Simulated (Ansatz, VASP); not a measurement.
SrCl2 in VASP and in Ansatz

```
Sr Cl
1.0
     0.00000    3.48550    3.45065
     3.48550    0.00000    3.45065
     3.48550    3.48550    0.00000
Sr Cl
1 2
Direct
  0.00000 0.00000 0.00000
  0.25000 0.25000 0.25000
  0.75000 0.75000 0.75000
```

Change from the starting cell: zz strain of -1 %.

Alike in both runs: task single point; functional LDA; k mesh 8 × 8 × 8; occupations fermi-dirac, width 0.01 eV; no spin polarisation.

|  | VASP | Ansatz |
| --- | --- | --- |
| version | VASP 6.6.1 | Ansatz 0.2.0 |
| potentials or method | VASP PAW LDA potentials, release 64 (Sr_sv, Cl), cutoff 520 eV | all-electron LAPW, scalar-relativistic |

|  | VASP | Ansatz | Ansatz less VASP |
| --- | --- | --- | --- |
| gap on the k mesh at the Fermi level (eV) | 4.89 | 4.88 | -0.004 |
| pressure (GPa) | -2.3 | -2.4 | -0.12 |
| largest component of the traceless stress (GPa) | 0.34 | 0.34 | +0.002 |

Ansatz ran all-electron here, so the differences hold the error of VASP's frozen core and of both bases.

A k mesh can miss the band edges.
